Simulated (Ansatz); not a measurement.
AlN: rattling a relaxed structure

The cell was reached from a generator's guess, though it ends in a space group that the Crystallography Open Database lists for this formula.

The calculation used DFT PBE, scalar-relativistic, plane waves, PAW (Ansatz 0.2.0). Settings: cutoff 420 eV, Γ-centred mesh 10×10×10 on the computed 2-atom cell, Gaussian smearing of 0.02 eV; no spin polarisation.

The cell below (2 atoms, space group Fm-3m (No. 225)) is relaxed within its symmetry.

```xyz
2
Lattice="0.0000 2.0353 2.0353 2.0353 0.0000 2.0353 2.0353 2.0353 0.0000" Properties=species:S:1:pos:R:3 pbc="T T T"
Al    0.0000    0.0000    0.0000
N     2.0353    2.0353    2.0353
```

For the test a repeat of it with 8 atoms (edges 2.88, 4.99, 4.99 Å) was strained at random (σ = 1.5 % a component), the atoms were moved at random (σ = 0.15 Å), and all was relaxed again on a coarse 4×4×4 mesh (in the run’s order of axes) with 0.10 eV smearing, with no symmetry imposed.

Question: Is the structure stable against such a distortion?

Answer: It returns, within 1 meV/atom of the unmoved cell on that mesh and with the same symmetry when read at 0.1 Å (I4/mmm at 0.01 Å, so small strains and shifts remain). No instability shows in this cell; modes of other wave vectors, which need another repeat, aren't tested.
